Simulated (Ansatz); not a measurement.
# BaTiO3: an axial (c/a) deformation path

One table from this session's results is given with a row withheld; the runs are named, their logs left out.

Method: DFT r2SCAN, scalar-relativistic, plane waves, PAW, in Ansatz 0.2.0.

1 further run of the same task is left out (set aside as unsound or not needed).

## Starting point

Symmetry: R3m, No. 160, trigonal system. The conventional cell has a = 5.680 Å, b = 5.680 Å, c = 6.994 Å, α = 90.00°, β = 90.00°, γ = 120.00°. Ba (site symmetry 3m) is surrounded by 12 O at 2.78 to 2.93 Å. Ti (site symmetry 3m) has 6 O at 1.87 to 2.16 Å as nearest neighbours. Around O (site symmetry m) lie 2 Ti at 1.87 to 2.16 Å.

As a file:

```
Ba Ti O
1.0
     2.84005    1.63971    2.33143
    -2.84005    1.63971    2.33143
     0.00000   -3.27941    2.33143
Ba Ti O
1 1 3
Direct
  0.00279 0.00279 0.00279
  0.51625 0.51625 0.51625
  0.48975 0.48975 0.98016
  0.48975 0.98016 0.48975
  0.98016 0.48975 0.48975
```

It is the result of an earlier relaxation at this level (volume 13.03 Å³/atom; gap on the mesh: 2.87 eV).

Set-up of the first run:

The input, input.yaml:

```yaml
crystal:
  lattice:
    - [2.8400536833, 1.6397057586, 2.3314328269]
    - [-2.8400536833, 1.6397057586, 2.3314328269]
    - [0.0, -3.2794115171, 2.3314328269]
  atoms:
    - { symbol: Ba, position: [0.0027851043, 0.0027851043, 0.0027851043] }
    - { symbol: Ti, position: [0.5162478494, 0.5162478494, 0.5162478494] }
    - { symbol: O, position: [0.4897536543, 0.4897536543, 0.9801597377] }
    - { symbol: O, position: [0.4897536543, 0.9801597377, 0.4897536543] }
    - { symbol: O, position: [0.9801597377, 0.4897536543, 0.4897536543] }
basis:
  ecutwfc: 500
kpoints:
  mp_grid: { grid: [6, 6, 6] }
hamiltonian:
  xc: r2scan
scf:
  occupations: { method: gaussian, width: 0.05 }
output:
  forces: true
  stress: true
  eigenvalues: true
  write_density: true
  write_potential: true
  elf: true
  volumetric_format: npy
```

Command:

```sh
> ansatz run input.yaml --threads 1 --pin off --max-ram 2560MiB --backend cpu --events-out ev --progress --plain --runs-dir out
```

Among the steps run: The undisturbed cell; At ρ = 0.850; Point ρ = 1.200; ρ = 0.920; Point ρ = 1.100; At ρ = 0.960; ρ = 1.050; ρ = 0.800; At ρ = 1.300.

One table of the session follows, with a row left open; its other results are not shown here.

The scan, with free energies counted from the undisturbed cell:

| ρ | ΔE (meV/atom) | pressure (GPa) | gap on the mesh (eV) |
| --- | --- | --- | --- |
| 0.800 | 324.6 | 1.1 | 1.73 |
| 0.850 | 172.4 | 0.2 | 2.15 |
| 0.920 | 45.1 | -0.3 | 2.63 |
| 0.960 | 10.8 | -0.3 | 2.81 |
| 1.000 | 0.0 | 0.0 | 2.87 |
| 1.050 | 15.1 | 0.6 | 2.83 |
| 1.100 | 57.1 | 1.4 | 2.72 |
| 1.200 | ? | ? | ? |
| 1.300 | 418.8 | 6.8 | 1.94 |

**Question.** Estimate the row for ρ = 1.200.

Worked estimate for «ΔE (meV/atom)». A straight line through the neighbours (1.100, 57.1) and (1.300, 418.8) gives 57.1 + (418.8 − 57.1) × (1.200 − 1.100) / (1.300 − 1.100) = 237.9; a parabola fitted to 3 rows on both sides gives 199.2.

The run gave: ΔE (meV/atom): 205.3; pressure (GPa): 3.8; gap on the mesh (eV): 2.37. In «ΔE (meV/atom)» the line misses by +32.6 and the parabola by -6.1.
